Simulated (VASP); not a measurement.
# Si (Fd-3m) in VASP: a series of runs

Runs on Si. Level: PBE+D3(BJ). Tasks: single point, relaxation of cell and atoms.

Program: VASP 6.6.1. These are calculated values, not measurements. Logs are shortened: lines on timing, memory, paths and dates and some standing lists are left out, and cuts for length are marked.

### Step 1. Starting point

The structure is cubic, space group Fd-3m (No. 227). The conventional cell has a = 5.294 Å, b = 5.294 Å, c = 5.294 Å, α = 90.00°, β = 90.00°, γ = 90.00°. Si (site symmetry -43m) is surrounded by 4 Si at 2.29 Å.

### Step 2. Single point, PBE+D3(BJ)

File INCAR:

```
  PREC = Accurate
  ENCUT = 520
  EDIFF = 1E-6
  ISMEAR = 0
  SIGMA = 0.02
  LREAL = False
  LASPH = True
  NELM = 100
  ALGO = Normal
  ISIF = 2
  LWAVE = False
  LCHARG = False
  GGA = PE
  IVDW = 12
  NBANDS = 11
```

File KPOINTS:

```
Automatic mesh
0
Gamma
  12 12 12
```

File POSCAR:

```
Si
1.0
    0.0000000000      2.6469578613      2.6469578613
    2.6469578613      0.0000000000      2.6469578613
    2.6469578613      2.6469578613      0.0000000000
Si
2
Direct
    0.7500000000      0.7500000000      0.7500000000
    0.5000000000      0.5000000000      0.5000000000
```

Potentials or basis: VASP PAW PBE potentials, release 64 (Si).

Started as:

```bash
$ cat potpaw_PBE.64/Si/POTCAR > POTCAR
$ mpirun -np 1 vasp_std > vasp.out
```

OUTCAR:

```text
PREC = Accurate
   ENCUT = 520
   EDIFF = 1E-6
   ISMEAR = 0
   LREAL = False
   LASPH = True
   NELM = 100
   ISIF = 2
   GGA = PE
   IVDW = 12
 IVDW          = 12

 ion  position               nearest neighbor table
   1  0.750  0.750  0.750-   2 2.29   2 2.29   2 2.29   2 2.29
   2  0.500  0.500  0.500-   1 2.29   1 2.29   1 2.29   1 2.29

  LATTYP: Found a face centered cubic cell.
 ALAT       =     5.2939157226

  Lattice vectors:

 A1 = (   0.0000000000,   2.6469578613,   2.6469578613)
 A2 = (   2.6469578613,   0.0000000000,   2.6469578613)
 A3 = (   2.6469578613,   2.6469578613,   0.0000000000)

Analysis of symmetry for initial positions (statically):
=====================================================================
 Subroutine PRICEL returns:
 Original cell was already a primitive cell.

 Routine SETGRP: Setting up the symmetry group for a
 face centered cubic supercell.

 Subroutine GETGRP returns: Found 48 space group operations
 (whereof 24 operations were pure point group operations)
 out of a pool of 48 trial point group operations.

The static configuration has the point symmetry T_d .
 The point group associated with its full space group is O_h .

Analysis of symmetry for dynamics (positions and initial velocities):
=====================================================================
 Subroutine PRICEL returns:
 Original cell was already a primitive cell.

 Routine SETGRP: Setting up the symmetry group for a
 face centered cubic supercell.

 Subroutine GETGRP returns: Found 48 space group operations
 (whereof 24 operations were pure point group operations)
 out of a pool of 48 trial point group operations.

The dynamic configuration has the point symmetry T_d .
 The point group associated with its full space group is O_h .

 Subroutine INISYM returns: Found 48 space group operations
 (whereof 24 operations are pure point group operations),
 and found     1 'primitive' translations

----------------------------------------------------------------------------------------

                                     Primitive cell

  volume of cell :      37.0912

  direct lattice vectors                    reciprocal lattice vectors
     0.000000000  2.646957861  2.646957861    -0.188896094  0.188896094  0.188896094
     2.646957861  0.000000000  2.646957861     0.188896094 -0.188896094  0.188896094
     2.646957861  2.646957861  0.000000000     0.188896094  0.188896094 -0.188896094

  length of vectors
     3.743363706  3.743363706  3.743363706     0.327177632  0.327177632  0.327177632

  position of ions in fractional coordinates (direct lattice)
     0.750000000  0.750000000  0.750000000
     0.500000000  0.500000000  0.500000000

  ion indices of the primitive-cell ions
   primitive index   ion index
                 1           1
                 2           2

----------------------------------------------------------------------------------------

 KPOINTS: Automatic mesh

Automatic generation of k-mesh.
 Grid dimensions read from file:
 generate k-points for:   12   12   12

 Generating k-lattice:

  Cartesian coordinates                     Fractional coordinates (reciprocal lattice)
    -0.015741341  0.015741341  0.015741341     0.083333333  0.000000000  0.000000000
     0.015741341 -0.015741341  0.015741341     0.000000000  0.083333333  0.000000000
     0.015741341  0.015741341 -0.015741341     0.000000000  0.000000000  0.083333333

  Length of vectors
     0.027264803  0.027264803  0.027264803

  Shift w.r.t. Gamma in fractional coordinates (k-lattice)
     0.000000000  0.000000000  0.000000000

 Subroutine IBZKPT returns following result:
 ===========================================

 Found     72 irreducible k-points:

 Following reciprocal coordinates:
            Coordinates               Weight
  0.000000  0.000000  0.000000      1.000000
  0.083333  0.000000  0.000000      8.000000
  0.166667  0.000000  0.000000      8.000000
  0.250000  0.000000  0.000000      8.000000
  0.333333  0.000000  0.000000      8.000000
  0.416667  0.000000  0.000000      8.000000
[... 16 lines left out ...]
  0.500000  0.166667  0.000000     24.000000
 -0.416667  0.166667  0.000000     24.000000
 [... further k-points ...]
   k-points           NKPTS =     72   k-points in BZ     NKDIM =     72   number of bands    NBANDS=     11
   number of dos      NEDOS =    301   number of ions     NIONS =      2
   total plane-waves  NPLWV =  21952
   dimension x,y,z NGX =    28 NGY =   28 NGZ =   28
   dimension x,y,z NGXF=    56 NGYF=   56 NGZF=   56
   ions per type =               2
   NGX,Y,Z   is equivalent  to a cutoff of  12.44, 12.44, 12.44 a.u.
   NGXF,Y,Z  is equivalent  to a cutoff of  24.87, 24.87, 24.87 a.u.
 SYSTEM =  unknown system
   PREC   = accura    normal or accurate (medium, high low for compatibility)
   ISTART =      0    job   : 0-new  1-cont  2-samecut
   ICHARG =      2    charge: 1-file 2-atom 10-const
   ISPIN  =      1    spin polarized calculation?
   LNONCOLLINEAR =      F non collinear calculations
   LSORBIT =      F    spin-orbit coupling
   LASPH  =      T    aspherical Exc in radial PAW
   ENCUT  =  520.0 eV  38.22 Ry    6.18 a.u.   6.96  6.96  6.96*2*pi/ulx,y,z
   NELM   =    100;   NELMIN=  2; NELMDL= -5     # of ELM steps
   EDIFF  = 0.1E-05   stopping-criterion for ELM
   LREAL  =      F    real-space projection
   EDIFFG = 0.1E-04   stopping-criterion for IOM
   NSW    =      0    number of steps for IOM
   IBRION =     -1    ionic relax: 0-MD 1-quasi-New 2-CG
   NFREE  =      0    steps in history (QN), initial steepest desc. (CG)
   ISIF   =      2    stress and relaxation
   ISYM   =      2    0-nonsym 1-usesym 2-fastsym
   POTIM  = 0.5000    time-step for ionic-motion
   TEBEG  =    0.0;   TEEND  =   0.0 temperature during run
   PSTRESS=    0.0 pullay stress
   NELECT =       8.0000    total number of electrons
   NUPDOWN=      -1.0000    fix difference up-down
   EMIN   =  10.00;   EMAX   =-10.00  energy-range for DOS
   EFERMI =   0.00;   METHOD = LEGACY
   ISMEAR =     0;   SIGMA  =   0.02  broadening in eV -4-tet -1-fermi 0-gaus
   EFERMI_NEDOS =   21; number of points for ismear=-14 and -15
   IALGO  =     38    algorithm
   IMIX   =      4    mixing-type and parameters
     AMIX     =   0.40;   BMIX     =  1.00
     AMIX_MAG =   1.60;   BMIX_MAG =  1.00
  volume/ion in A,a.u.               =      18.55       125.15
  Fermi-wavevector in a.u.,A,eV,Ry     =   0.981781  1.855296 13.114564  0.963893
  Thomas-Fermi vector in A             =   2.112813
   LORBIT       =      0    0 simple, 1 ext, 2 COOP (PROOUT), +10 PAW based schemes
   GGA     = PE    functional components
   LHFCALC =     F    Hartree Fock is set to
   AEXX    =    0.0000 exact exchange contribution
   IVDW    =    12    specifies the selected vdW correction
   LEPSILON=     F    determine dielectric tensor
   LRPA    =     F    only Hartree local field effects (RPA)
 non-spin polarized calculation
 Gauss-broadening in eV      SIGMA  =   0.02
  energy-cutoff  :      520.00
  volume of cell :       37.09
 maximum number of plane-waves:      1018
   NGX = 13   NGY = 13   NGZ = 13

 number of electron       8.0000000 magnetization

 Free energy of the ion-electron system (eV)
  ---------------------------------------------------
  ext. energy  EPLUGINS =         0.00000000
  ---------------------------------------------------
  free energy    TOTEN  =       -10.73369205 eV

  energy without entropy =      -10.73369205  energy(sigma->0) =      -10.73369205

 E-fermi :   6.7090     XC(G=0):  -9.7120

 val. band max:        6.6276522883   @ k =   0.0000   0.0000   0.0000
 cond. band min:       7.0521737057   @ k =   0.4167   0.4167   0.0000
 fundamental gap:      0.4245214173
 Fermi energy:         6.7089778921

 k-point     1 :       0.0000    0.0000    0.0000
  band No.  band energies     occupation
      1      -5.8744      2.00000
      2       6.6277      2.00000
      3       6.6277      2.00000
      4       6.6277      2.00000
      5       9.2209      0.00000
      6       9.2209      0.00000
      7       9.2209      0.00000
      8      10.9075      0.00000
      9      14.3816      0.00000
     10      14.3816      0.00000
     11      14.9004      0.00000

 k-point     2 :       0.0833    0.0000    0.0000
  band No.  band energies     occupation
      1      -5.7772      2.00000
      2       5.7600      2.00000
      3       6.4720      2.00000
      4       6.4720      2.00000
      5       9.3629      0.00000
      6       9.4498      0.00000
      7       9.4498      0.00000
      8      11.4675      0.00000
      9      14.0947      0.00000
     10      14.0947      0.00000
     11      15.3078      0.00000

 k-point     3 :       0.1667    0.0000    0.0000
  band No.  band energies     occupation
      1      -5.4885      2.00000
      2       4.1778      2.00000
      3       6.1448      2.00000
      4       6.1448      2.00000
      5       9.2086      0.00000
      6       9.9110      0.00000
      7       9.9110      0.00000
      8      12.8007      0.00000
      9      13.7075      0.00000
     10      13.7075      0.00000
     11      16.0486      0.00000

 k-point     4 :       0.2500    0.0000    0.0000
  band No.  band energies     occupation
      1      -5.0187      2.00000
      2       2.5491      2.00000
      3       5.8192      2.00000
      4       5.8192      2.00000
      5       8.9157      0.00000
      6      10.1905      0.00000
      7      10.1905      0.00000
      8      13.8499      0.00000
      9      13.8499      0.00000
     10      14.1916      0.00000
     11      15.9021      0.00000

 k-point     5 :       0.3333    0.0000    0.0000
  band No.  band energies     occupation
      1      -4.3968      2.00000
      2       1.0546      2.00000
      3       5.5685      2.00000
      4       5.5685      2.00000
      5       8.6596      0.00000
      6      10.1407      0.00000
      7      10.1407      0.00000
      8      14.7242      0.00000
      9      14.7242      0.00000
     10      14.7498      0.00000
     11      16.3747      0.00000
[... 211 lines left out ...]
 k-point    21 :       0.3333    0.1667    0.0000
  band No.  band energies     occupation
      1      -4.4843      2.00000
      2       2.0671      2.00000
      3       4.5282      2.00000
      4       4.7508      2.00000
      5       8.5724      0.00000
      6      10.8027      0.00000
      7      11.3361      0.00000
      8      11.8532      0.00000
      9      15.8496      0.00000
     10      16.4740      0.00000
     11      17.3924      0.00000

 k-point    22 :       0.4167    0.1667    0.0000
  band No.  band energies     occupation
      1      -3.8274      2.00000
      2       0.7372      2.00000
      3       4.0651      2.00000
      4       4.6662      2.00000
      5       8.6141      0.00000
      6      11.1049      0.00000
      7      11.6167      0.00000
      8      11.8178      0.00000
      9      16.7799      0.00000
     10      17.0481      0.00000
     11      18.2413      0.00000

 k-point    23 :       0.5000    0.1667    0.0000
  band No.  band energies     occupation
      1      -3.1844      2.00000
      2      -0.2817      2.00000
      3       3.6961      2.00000
      4       4.7286      2.00000
      5       8.6572      0.00000
      6      10.9516      0.00000
      7      11.3050      0.00000
      8      13.2685      0.00000
      9      16.3237      0.00000
     10      17.3529      0.00000
     11      18.9138      0.00000

 k-point    24 :      -0.4167    0.1667    0.0000
  band No.  band energies     occupation
      1      -3.0544      2.00000
      2      -0.4607      2.00000
      3       3.4606      2.00000
      4       4.9297      2.00000
      5       8.8353      0.00000
      6      10.8849      0.00000
      7      11.0622      0.00000
      8      14.9069      0.00000
      9      15.5374      0.00000
     10      15.5966      0.00000
     11      18.1850      0.00000

 [... further k-points ...]

------------------------ aborting loop because EDIFF is reached ----------------------------------------

 Edisp (eV)   -0.67903

 E8    (eV) :    -0.2819

  FORCE on cell =-STRESS in cart. coord.  units (eV):
  Direction    XX          YY          ZZ          XY          YZ          ZX
  --------------------------------------------------------------------------------------
  -------------------------------------------------------------------------------------
  Total       1.76938     1.76938     1.76938     0.00000    -0.00000     0.00000
  in kB      76.42963    76.42963    76.42963     0.00000    -0.00000     0.00000
  external pressure =       76.43 kB  Pullay stress =        0.00 kB

 VOLUME and BASIS-vectors are now :
 -----------------------------------------------------------------------------
  energy-cutoff  :      520.00
  volume of cell :       37.09
      direct lattice vectors                 reciprocal lattice vectors
     0.000000000  2.646957861  2.646957861    -0.188896094  0.188896094  0.188896094
     2.646957861  0.000000000  2.646957861     0.188896094 -0.188896094  0.188896094
     2.646957861  2.646957861  0.000000000     0.188896094  0.188896094 -0.188896094

 POSITION                                       TOTAL-FORCE (eV/Angst)
 -----------------------------------------------------------------------------------
      3.97044      3.97044      3.97044         0.000000      0.000000      0.000000
      2.64696      2.64696      2.64696        -0.000000     -0.000000     -0.000000
 -----------------------------------------------------------------------------------
    total drift:                                0.000000      0.000000     -0.000000

  FREE ENERGIE OF THE ION-ELECTRON SYSTEM (eV)
  ---------------------------------------------------
  free  energy   TOTEN  =       -11.4127249462 eV

  energy  without entropy=      -11.4127249462  energy(sigma->0) =      -11.41272495
```

Run time: 10 s. Hardware: 1 thread of Intel Xeon 6975P-C (Granite Rapids), shared host; peak memory 0.16 GiB.

What came out:

| Quantity | Value |
| --- | --- |
| Free energy | -11.4127 eV |
| Pressure | 7.6 GPa |
| Band gap on the k mesh | 0.42 eV, indirect (least direct gap 2.59 eV) |
| Dispersion energy per atom | -0.340 eV |

(Continued in part 2 of 2.)
